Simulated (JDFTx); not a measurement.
The system is TiC.

```
CELL_PARAMETERS angstrom
0.00000 2.16572 2.16572
2.16572 0.00000 2.16572
2.16572 2.16572 0.00000
ATOMIC_POSITIONS crystal
Ti 0.00000 0.00000 0.00000
C 0.50000 0.50000 0.50000
```

The cell is a database's computed one.

Base run:

* Program: JDFTx 1.7.0 (patched build)
* Functional: LDA
* Potentials or basis: SG15-PBE-1.2 with smoothed tails
* Cutoff: 1361 eV
* Density cutoff: 10885 eV
* k mesh: 9 × 9 × 9
* Occupations: fermi-dirac, width 0.05 eV
* Spin: no spin polarisation

Its results: band gap on the k mesh none (metal or under the smearing width); pressure -10.3 GPa.

Question: The run is repeated on the same cell with these changes: functional from LDA to PBEsol. What comes out?

Answer: Band gap on the k mesh none (metal or under the smearing width); pressure -5.8 GPa.

PBEsol binds less tightly than LDA, so the same cell stands under more pressure.

Caveats: the potentials were made for another functional, which shifts forces and pressure.
